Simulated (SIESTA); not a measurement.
NiO:

```
Ni O
1.0
     0.00000    2.08590    2.08590
     2.08590    0.00000    2.08590
     2.08590    2.08590    0.00000
Ni O
1 1
Cartesian
  0.0000 0.0000 0.0000
  2.0859 2.0859 2.0859
```

Base run:

```yaml
Program: SIESTA 5.4.2
Functional: PBEGcGxHEG
Potentials_or_basis: PseudoDojo 0.4 standard (PBE files)
Basis: DZP (energy shift 0.002 Ry)
Grid_cutoff: 800 Ry
Energy_shift: 0.002 Ry
k_mesh: 11 × 11 × 11
Occupations: fermi-dirac, width 0.05 eV
Spin: collinear spin, ferromagnetic start
Starting_moments: "[1.0, 0.0] μB"
```

Its results: band gap on the k mesh none (metal or under the smearing width); pressure -10.2 GPa; net moment 1.39 μB per cell; site moments Ni +1.15; O +0.23 μB.

Q: The run is repeated on the same cell with these changes: functional from PBEGcGxHEG to PBE; k mesh from 11 × 11 × 11 to 8 × 8 × 8. What comes out?

A: Band gap on the k mesh none (metal or under the smearing width); pressure 7.1 GPa; net moment 1.82 μB per cell; site moments Ni +1.48; O +0.34 μB.

Several settings changed at once, so the effect can't be laid on one alone.

Caveats: semicore shells carry a single zeta, which can move pressures by several GPa and volumes by a few percent; the basis of atomic orbitals isn't converged, which shifts pressures, moduli and gaps; a cell with one magnetic atom can't hold antiferromagnetic order, which such compounds often take; semilocal functionals often make such compounds metallic where correlation or magnetic order opens a gap, which also shifts bond lengths; the potentials were made for another functional, which shifts forces and pressure (some runs).
